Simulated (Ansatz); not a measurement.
## Zr started on a Si site and a Si vacancy, 4.43 Å apart on the ideal sites in α-quartz SiO2, 71 atoms, charge 0

Theory: DFT, PBEsol, PAW, plane waves in Ansatz 0.2.0.

Command:

```sh
ansatz run in.yaml --threads 8 --pin off --max-ram 118750MiB --runs-dir r --events-out ev --progress --plain --backend cuda --devices 0, --max-vram 170GiB
```

The input less its lattice and atoms (starting moments on atoms near the defect: 4 μB in all):

```yaml
crystal:
  symmetry: { detect: false }
kpoints:
  mp_grid: { grid: [1, 1, 1], shift: [0.25, 0.25, 0.25] }
hamiltonian:
  xc: pbesol
magnetization:
  spin_polarized: true
scf:
  occupations: { method: fermi_dirac, width: 0.01 }
relax:
  f_tol: 0.03
  max_steps: 80
  escape_saddle: false
  adjacent_minimum: "off"
output:
  forces: true
  eigenvalues: true
  populations: true
```

Start:

```xyz
71
Lattice="9.9016 0.0000 0.0000 -4.9508 8.5751 0.0000 0.0000 0.0000 10.8859" Properties=species:S:1:pos:R:3 pbc="T T T"
Si    2.3358    0.0034    1.7966
Si    2.3489    0.0137    7.2959
Si   -0.1724    4.2577    1.7841
Si   -0.1620    4.2970    7.2566
Si    7.2707    0.0056    1.7968
Si    7.2679    0.0137    7.2743
Si    4.8218    4.2806    1.8116
Si   -1.1337    2.0643    3.6233
Si   -1.1416    2.0088    9.0894
Si    6.2576    6.3087    3.6285
Si    6.2410    6.3063    9.0916
Si    3.7864    2.0075    3.6440
Si    3.8142    2.0206    9.0528
Si    1.2871    6.3046    3.6267
Si    1.2862    6.2651    9.0549
Si    1.3280    2.2491   10.8668
Si   -1.1797    6.5100   10.8824
Si   -1.1539    6.5622    5.3871
Si    6.2371    2.2494   10.8551
Si    6.2554    2.2554    5.4187
Si    3.7657    6.5403    0.0004
Si    3.7941    6.6190    5.4704
Zr    1.3376    2.2450    5.4581
O     1.3566    1.0957    1.1617
O     1.3599    1.1033    6.5812
O    -1.0981    5.4227    1.1950
O    -1.0782    5.4420    6.6373
O     6.3225    1.1354    1.1824
O     6.3456    1.1393    6.6115
O     3.8797    5.4419    1.1939
O     3.8648    5.4197    6.6244
O     3.2522    0.6290    3.0154
O     3.2475    0.6135    8.4287
O     0.7986    4.9036    2.9851
O     0.8034    4.9239    8.4290
O     8.2277    0.6366    2.9837
O     8.2330    0.6269    8.4174
O     5.7118    4.8920    3.0029
O     5.7691    4.9158    8.4294
O     2.7645    2.5162    4.8056
O     2.7370    2.5372   10.2539
O     0.2767    6.8060    4.7947
O     0.3162    6.7841   10.2332
O     7.7173    2.5228    4.8007
O     7.6918    2.5686   10.2389
O     5.2474    6.7947    4.7862
O     5.2431    6.8078   10.2572
O     0.3281    1.7509    4.3185
O     0.3170    1.7799    9.6909
O    -2.1603    6.0689    4.2495
O    -2.1821    6.0951    9.7245
O     5.2548    1.7879    4.2661
O     5.2420    1.7748    9.7094
O     2.7832    6.0595    4.2851
O     2.7820    6.0717    9.7176
O    -1.1228    3.1517    2.4793
O    -1.0576    3.1645    7.9117
O    -3.5787    7.4081    2.4663
O    -3.5864    7.3972    7.9013
O     3.8426    3.1053    2.4768
O     3.8436    3.1806    7.9259
O     1.3725    7.4572    2.4528
O     1.3767    7.4107    7.8746
O     0.7632    3.6391    0.6437
O     0.8286    3.6387    6.1078
O    -1.7153    7.9557    0.6286
O    -1.6859    7.9259    6.0697
O     5.7606    3.6642    0.6497
O     5.7559    3.6646    6.0967
O     3.2669    7.9731    0.6388
O     3.2915    7.9676    6.1011
```

Steps:

```
 step  energy less the first (eV)  largest force component (eV/Å)
start                       0.000                          19.490
    1                     -10.005                           4.753
    2                     -11.778                           2.313
    3                     -12.360                           0.508
    4                     -12.466                           0.283
    5                     -12.526                           0.157
    6                     -12.613                           0.249
    7                     -12.657                           0.261
    8                     -12.680                           0.215
    9                     -12.696                           0.092
   10                     -12.706                           0.101
   11                     -12.715                           0.232
   12                     -12.719                           0.095
   13                     -12.720                           0.031
   14                     -12.720                           0.012
```

End:

```
Si Zr O
1.0
     9.90164    0.00000    0.00000
    -4.95082    8.57507    0.00000
     0.00000    0.00000   10.88588
Si Zr O
22 1 48
Direct
  0.22917 0.00698 0.16924
  0.21613 0.97151 0.68030
  0.24908 0.51183 0.16589
  0.24460 0.52640 0.67654
  0.74746 0.01939 0.16868
  0.73830 0.98376 0.66800
  0.74690 0.50176 0.15098
  0.01178 0.25886 0.34136
  0.00502 0.23964 0.82360
  0.00313 0.73193 0.32836
  0.98145 0.71168 0.83744
  0.51649 0.23453 0.31499
  0.47305 0.20516 0.82134
  0.50949 0.74950 0.33592
  0.49587 0.75421 0.84701
  0.26801 0.27232 0.99859
  0.25800 0.77066 0.00187
  0.26620 0.77198 0.49853
  0.76409 0.27094 0.98053
  0.75998 0.25460 0.49653
  0.76376 0.77139 0.00573
  0.75853 0.73279 0.50381
  0.31134 0.28953 0.53234
  0.21299 0.14897 0.11212
  0.18690 0.11346 0.64658
  0.21446 0.64235 0.10900
  0.19980 0.64521 0.61008
  0.71779 0.14442 0.09231
  0.71912 0.10415 0.58023
  0.70707 0.63452 0.10825
  0.69083 0.57532 0.59484
  0.36863 0.07124 0.27003
  0.33705 0.02264 0.79717
  0.38272 0.58961 0.27035
  0.34533 0.59420 0.80147
  0.87428 0.09979 0.27808
  0.87184 0.07379 0.77007
  0.87943 0.57287 0.25785
  0.82947 0.54406 0.79131
  0.46823 0.32359 0.41218
  0.41824 0.28764 0.92498
  0.43132 0.80093 0.44451
  0.43144 0.82598 0.94960
  0.93359 0.32784 0.43887
  0.92536 0.30512 0.91760
  0.92061 0.76653 0.44304
  0.91808 0.78933 0.93752
  0.13648 0.23099 0.41480
  0.12799 0.21105 0.89958
  0.14373 0.71197 0.38434
  0.12059 0.69288 0.89894
  0.63986 0.19595 0.38149
  0.62664 0.20829 0.87712
  0.63766 0.71175 0.39555
  0.62605 0.72090 0.90563
  0.08940 0.38096 0.22846
  0.08740 0.36398 0.71206
  0.06815 0.87929 0.23491
  0.05032 0.82147 0.71777
  0.59092 0.34881 0.19773
  0.48664 0.27886 0.68089
  0.58715 0.88726 0.23354
  0.57077 0.87376 0.73240
  0.30728 0.43872 0.05779
  0.34989 0.49397 0.58137
  0.26865 0.92622 0.05738
  0.28721 0.93244 0.55805
  0.80468 0.44129 0.03415
  0.73960 0.37847 0.59103
  0.80666 0.93497 0.07096
  0.78990 0.87848 0.58930
```

Self-consistency was reached.

Time: 17 s of wall time on one NVIDIA GB200 with 8 processor threads, on a host shared with other runs; peak host memory 1.9 GiB.

Q: How much energy did the relaxation gain, and which atom moved most?

A: 12.72 eV in 14 steps, from a start with small random displacements; atom 61 (O) moved 1.03 Å, the median atom 0.20 Å (drift of the whole cell removed).

The moment started at 4 μB and ended at 4.0 μB; no other spin state is shown. The one k point has no symmetry partners, which can distort the end along one axis.
